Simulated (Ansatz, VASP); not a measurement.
Two plane-wave programs on Ga

INCAR

```
SYSTEM = Ga
PREC = Accurate
ENCUT = 520
EDIFF = 1E-7
ISMEAR = -1
SIGMA = 0.05
LREAL = .False.
LASPH = .True.
NELM = 60
ALGO = Normal
ISIF = 2
LWAVE = .False.
LCHARG = .False.
GGA = PS
NBANDS = 20
```

KPOINTS

```
Automatic mesh
0
Gamma
  10 10 8
  0 0 0
```

Contents of POSCAR:

```
Ga
1.0
    1.4784385925     -4.1447261231      0.0000000000
    1.4784385925      4.1447261231      0.0000000000
    0.0000000000      0.0000000000      3.2321726471
Ga
2
Direct
    0.1330000000      0.8670000000      0.7500000000
    0.8670000000      0.1330000000      0.2500000000
```

Contents of input.yaml:

```yaml
crystal:
  lattice:
    - [1.4784385925, -4.1447261231, 0.0]
    - [1.4784385925, 4.1447261231, 0.0]
    - [0.0, 0.0, 3.2321726471]
  atoms:
    - { symbol: Ga, position: [0.133, 0.867, 0.75] }
    - { symbol: Ga, position: [0.867, 0.133, 0.25] }
hamiltonian:
  xc: pbesol
  pseudopotentials: { kind: paw }
kpoints:
  mp_grid: { grid: [10, 10, 8] }
scf:
  occupations: { method: fermi_dirac, width: 0.05 }
output:
  forces: true
  stress: true
  eigenvalues: true
  write_density: true
  write_potential: true
  elf: true
  volumetric_format: npy
```

Change from the starting cell: volume scaled by 1.06.

Alike in both runs: task single point; functional PBEsol; k mesh 10 × 10 × 8; occupations fermi-dirac, width 0.05 eV; no spin polarisation.

|  | VASP | Ansatz |
| --- | --- | --- |
| version | VASP 6.6.1 | Ansatz 0.2.0 |
| potentials or method | VASP PAW PBE potentials, release 64 (Ga_d) | Ansatz PAW |
| plane-wave cutoff (eV) | 520 | 420 |
| valence electrons in the cell | 26 | 26 |

```tsv
	VASP	Ansatz	Ansatz less VASP
gap on the k mesh at the Fermi level (eV)	none	none	-
pressure (GPa)	-4.6	-4.6	-0.05
largest component of the traceless stress (GPa)	0.90	0.90	-0.001
rms of the force components (eV/Å)	0.108	0.108	+0.0002
```

Atom by atom the forces differ by 0.000 eV/Å (rms over components). A gap of «none» marks a metal or a gap that the smearing closes. With one functional, cell and mesh, what is left measures potentials, basis and numerics.

Caveats: the PAW data sets were made with another functional, which shifts forces and pressure a little (VASP); the PAW data sets come from PBE, with cores solved anew for the run's functional, which leaves a small shift of forces and pressure (Ansatz).
